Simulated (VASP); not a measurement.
## Ag under changes of volume

One of the cells (18.162 Å³/atom); the others are scaled copies at fixed shape and fractional positions:

```xyz
2
Lattice="2.9494 0.0000 0.0000 -1.4747 2.5543 0.0000 0.0000 0.0000 4.8217" Properties=species:S:1:pos:R:3 pbc="T T T"
Ag    1.4747    0.8514    3.6163
Ag    0.0000    1.7028    1.2054
```

This isn't the form of Ag at room conditions, which is fcc.

- Program: VASP 6.6.1
- Functional: PBEsol
- Potentials or basis: VASP PAW PBE potentials, release 64 (Ag)
- Cutoff: 520 eV
- k mesh: 10 × 10 × 6
- Occupations: fermi-dirac, width 0.05 eV
- Spin: no spin polarisation

| volume (Å³/atom) | energy over the lowest point (meV/atom) | pressure (GPa) |
| --- | --- | --- |
| 16.738 | 0.00 | -0.3 |
| 17.094 | 2.96 | -2.6 |
| 17.450 | 10.66 | -4.5 |
| 18.162 | 37.84 | -7.7 |
| 18.518 | 56.28 | -9.0 |
| 18.875 | ? | ? |

Task: What does the run at 18.875 Å³/atom give?

Result: Energy over the lowest point 77.38 meV/atom; pressure -10.1 GPa.

Worked out: A Birch-Murnaghan fit of order 3 (a polynomial in V^(-2/3)) to the other rows has its minimum at 16.71 Å³/atom, just outside them, with B0 = V·E''(V) = 116 GPa and B' = 5.6 at fixed shape and positions, which overstates the stiffness. It gives 77.43 meV/atom at 18.875 Å³/atom, against the run's 77.38, and -dE/dV = -10.0 GPa, against -10.1.

Energies are extrapolated to zero smearing.

Caveats: the PAW data sets were made with another functional, which shifts forces and pressure a little.
